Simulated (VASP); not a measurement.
# ZrSe2 (P-3m1) in VASP: settings compared, part 2 of 2

VASP 6.6.1. The steps go on from the part before.

**5. Band structure, TB-mBJ**

Input file POSCAR:

```
ZrSe2                                   
1.0
    3.7385421888      0.0000000000     -0.0000000000
   -1.8692710944      3.2376725087      0.0000000000
    0.0000000000     -0.0000000000      6.0321894018
  Zr              Se            
     1     2
Direct
     0.0000000000000000    0.0000000000000000    0.0000000000000000
     0.3333333332999970    0.6666666667000030    0.2650002634785272
     0.6666666667000030    0.3333333332999970    0.7349997365214729
```

Input file INCAR.step1:

```
PREC = Accurate
ENCUT = 520
EDIFF = 1E-5
ISMEAR = 0
SIGMA = 0.03
LREAL = False
LASPH = True
NELM = 80
ALGO = Normal
ISIF = 2
LWAVE = True
LCHARG = False
LMAXMIX = 4
NBANDS = 19
KPAR = 2
GGA = PE
```

Input file INCAR.step2:

```
PREC = Accurate
ENCUT = 520
EDIFF = 1E-7
ISMEAR = 0
SIGMA = 0.03
LREAL = False
LASPH = True
NELM = 80
ALGO = Normal
ISIF = 2
LWAVE = False
LCHARG = False
LMAXMIX = 4
METAGGA = MBJ
NBANDS = 19
KPAR = 2
ISTART = 1
```

Input file KPOINTS:

```
regular mesh
0
Gamma
  9 9 5
```

KPOINTS_OPT is that of step 4.

Run with:

```
> cat potpaw_PBE.64/Zr_sv/POTCAR potpaw_PBE.64/Se/POTCAR > POTCAR
> cp INCAR.step1 INCAR
> mpirun -np 2 vasp_std > vasp.out
> cp INCAR.step2 INCAR
> mpirun -np 2 vasp_std > vasp.out
```

It took 3.2 min on 2 MPI ranks of Intel Xeon Platinum 8488C (Sapphire Rapids), shared host; peak memory 0.26 GiB.

It converged, with:

* Band gap on the k mesh: 0.47 eV, indirect (least direct gap 1.26 eV)
* Band gap along the path: 0.44 eV, indirect (least direct gap 1.26 eV)

Levels at the corners of the path, in eV from the valence-band top:
```
point  band 8  band 9  band 10  band 11  band 12  band 13  band 14  band 15  band 16  band 17
    Γ   -2.79   -2.79    -0.14    -0.14     0.00     1.26     1.26     1.61     4.01     4.01
    M   -3.00   -2.81    -2.62    -2.39    -1.52     0.64     2.78     3.24     4.79     4.94
    M   -3.00   -2.81    -2.62    -2.39    -1.52     0.64     2.78     3.24     4.79     4.94
    K   -3.72   -3.72    -2.42    -2.42    -1.84     2.09     2.77     2.77     3.98     3.98
    K   -3.72   -3.72    -2.42    -2.42    -1.84     2.09     2.77     2.77     3.98     3.98
    Γ   -2.79   -2.79    -0.14    -0.14     0.00     1.26     1.26     1.61     4.01     4.01
    Γ   -2.79   -2.79    -0.14    -0.14     0.00     1.26     1.26     1.61     4.01     4.01
    A   -2.71   -2.71    -2.39    -0.39    -0.39     1.22     1.22     2.13     4.53     4.53
    A   -2.71   -2.71    -2.39    -0.39    -0.39     1.22     1.22     2.13     4.53     4.53
    L   -3.81   -2.87    -2.75    -1.05    -1.01     0.44     2.76     3.21     4.21     5.38
    L   -3.81   -2.87    -2.75    -1.05    -1.01     0.44     2.76     3.21     4.21     5.38
    H   -3.81   -3.31    -2.63    -2.21    -2.21     2.14     2.30     2.30     4.89     4.89
    H   -3.81   -3.31    -2.63    -2.21    -2.21     2.14     2.30     2.30     4.89     4.89
    A   -2.71   -2.71    -2.39    -0.39    -0.39     1.22     1.22     2.13     4.53     4.53
    L   -3.81   -2.87    -2.75    -1.05    -1.01     0.44     2.76     3.21     4.21     5.38
    M   -3.00   -2.81    -2.62    -2.39    -1.52     0.64     2.78     3.24     4.79     4.94
    K   -3.72   -3.72    -2.42    -2.42    -1.84     2.09     2.77     2.77     3.98     3.98
    H   -3.81   -3.31    -2.63    -2.21    -2.21     2.14     2.30     2.30     4.89     4.89
```

Caveat: the PAW data sets were made with another functional, which shifts forces and pressure a little.

**6. Band structure, TB-mBJ, spin-orbit coupling, no magnetisation**

POSCAR is that of step 5.

INCAR.step1, as its differences from that of step 5:

```diff
@@ -12,4 +12,8 @@
 LCHARG = False
+MAGMOM = 0 0 0 0 0 0 0 0 0
+LORBIT = 11
+LSORBIT = True
+GGA_COMPAT = False
 LMAXMIX = 4
-NBANDS = 19
+NBANDS = 37
 KPAR = 2
```

INCAR.step2, as its differences from that of step 5:

```diff
@@ -12,5 +12,9 @@
 LCHARG = False
+MAGMOM = 0 0 0 0 0 0 0 0 0
+LORBIT = 11
+LSORBIT = True
+GGA_COMPAT = False
 LMAXMIX = 4
 METAGGA = MBJ
-NBANDS = 19
+NBANDS = 37
 KPAR = 2
```

Input file KPOINTS:

```
regular mesh
0
Gamma
  6 6 3
```

KPOINTS_OPT is that of step 5.

Potentials or basis: VASP PAW PBE potentials, release 64 (Zr_sv, Se).

Run with:

```
> cat potpaw_PBE.64/Zr_sv/POTCAR potpaw_PBE.64/Se/POTCAR > POTCAR
> cp INCAR.step1 INCAR
> mpirun -np 2 vasp_ncl > vasp.out
> cp INCAR.step2 INCAR
> mpirun -np 2 vasp_ncl > vasp.out
```

It took 7.6 min on 2 MPI ranks of Intel Xeon Platinum 8488C (Sapphire Rapids), shared host; peak memory 0.41 GiB.

It converged, with:

```yaml
Valence_electrons_inside_the_program's_atomic_spheres: Zr 9.59; Se 4.19
```

Caveat: the PAW data sets were made with another functional, which shifts forces and pressure a little.

**7. Summary**

| level | potentials or basis | spin | k mesh | gap on the mesh (eV) | pressure (GPa) | largest force (eV/Å) |
| --- | --- | --- | --- | --- | --- | --- |
| LDA | VASP PAW LDA potentials, release 64 (Zr_sv, Se) | off | 9 × 9 × 5 | - | -2.7 | 0.31 |
| r2SCAN | VASP PAW PBE potentials, release 64 (Zr_sv, Se) | off | 9 × 9 × 5 | 0.35 | 2.4 | 0.22 |
| PBE | VASP PAW PBE potentials, release 64 (Zr_sv, Se) | SOC, no magnetisation | 6 × 6 × 3 | - | 2.9 | 0.01 |
| TB-mBJ | VASP PAW PBE potentials, release 64 (Zr_sv, Se) | off | 9 × 9 × 5 | 0.47 | - | - |
| TB-mBJ | VASP PAW PBE potentials, release 64 (Zr_sv, Se) | SOC, no magnetisation | 6 × 6 × 3 | - | - | - |

Alike in all rows: task band structure; cell as given; cutoff (eV) 520; smearing gaussian 0.03 eV.

Caveats: the PAW data sets were made with another functional, which shifts forces and pressure a little (some runs).

Total energies depend on the potentials used, so only differences within one code and one set of settings carry meaning.

**8. How close it comes**

Step 2. Measured gap of ZrSe2: 1.2 eV (indirect; quoted in “Stress-Tuned Optical Transitions in Layered 1T-MX2 (M= Hf, Zr, Sn; X= S, Se) Crystals”, 2022, arxiv:2210.12074). This calculation gives 0.00 eV (-1.20 eV). So large a miss can be the level of theory's own, or it may mean another phase, state or a wrong row. Spin-orbit coupling on Se, Zr is left out. The value is that of LDA, without temperature or zero-point motion. Semilocal functionals fall short of measured gaps as a rule.

Step 3. Against the measured gap of ZrSe2, 1.2 eV (indirect; quoted in “Stress-Tuned Optical Transitions in Layered 1T-MX2 (M= Hf, Zr, Sn; X= S, Se) Crystals”, 2022, arxiv:2210.12074), the calculated 0.31 eV is off by -0.89 eV. Spin-orbit coupling on Se, Zr is left out. The value is that of r2SCAN, without temperature or zero-point motion.

Step 5. A measured gap of ZrSe2 is 1.2 eV (indirect; quoted in “Stress-Tuned Optical Transitions in Layered 1T-MX2 (M= Hf, Zr, Sn; X= S, Se) Crystals”, 2022, arxiv:2210.12074); the calculated 0.44 eV misses it by -0.76 eV. Spin-orbit coupling on Se, Zr is left out. The value is that of TB-mBJ, without temperature or zero-point motion.
